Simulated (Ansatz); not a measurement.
# Si: the cost of one run

Program: Ansatz 0.2.0. Level of theory: DFT PBE+D3(BJ), scalar-relativistic, plane waves, PAW. These are calculated values, not measurements.

**1. The structure to begin with**

The structure is trigonal, space group P-3m1 (No. 164). Conventional cell: a = 3.767 Å, b = 3.767 Å, c = 17.444 Å, α = 90.00°, β = 90.00°, γ = 120.00°. Around Si (site symmetry 3m) lie 3 Si at 2.22 Å.

Coordinates:

```xyz
2
Lattice="3.7675 0.0000 0.0000 -1.8837 3.2627 0.0000 0.0000 0.0000 17.4440" Properties=species:S:1:pos:R:3 pbc="T T T"
Si    0.0000    2.1751    8.9440
Si    1.8837    1.0876    8.5000
```

Free-standing sheet.

**2. Relaxing the sheet and its cell in the plane**

File input.yaml:

```yaml
crystal:
  lattice:
    - [3.76746493, 0.0, 0.0]
    - [-1.88373247, 3.26272034, 0.0]
    - [0.0, 0.0, 17.4439998298]
  atoms:
    - { symbol: Si, position: [0.33333333, 0.66666667, 0.5127264341] }
    - { symbol: Si, position: [0.66666667, 0.33333333, 0.4872735659] }
basis:
  ecutwfc: 420.0
  fft_grid_basis: typed
kpoints:
  mp_grid: { grid: [12, 12, 1] }
hamiltonian:
  xc: pbe
  dispersion: d3bj
  pseudopotentials: { kind: paw }
scf:
  occupations: { method: gaussian, width: 0.05 }
output:
  forces: true
  eigenvalues: true
  stress: true
efield:
  axis: 3
  dipole_correction: true
  ramp_width: 0.04
relax:
  adjacent_minimum: "off"
  f_tol: 0.02
  max_steps: 60
  cell: { fix: [c, alpha, beta], stress_tol: 0.05 }
```

Started as:

```bash
$ ansatz run input.yaml --threads 2 --pin off --max-ram 4423MiB --backend cpu --events-out ev --progress --plain --runs-dir out
```

**Question.** How long does this run take on 2 threads of Arm Neoverse V1, shared host, and how much memory does it need?

About 14 s, with a peak of 0.39 GiB.
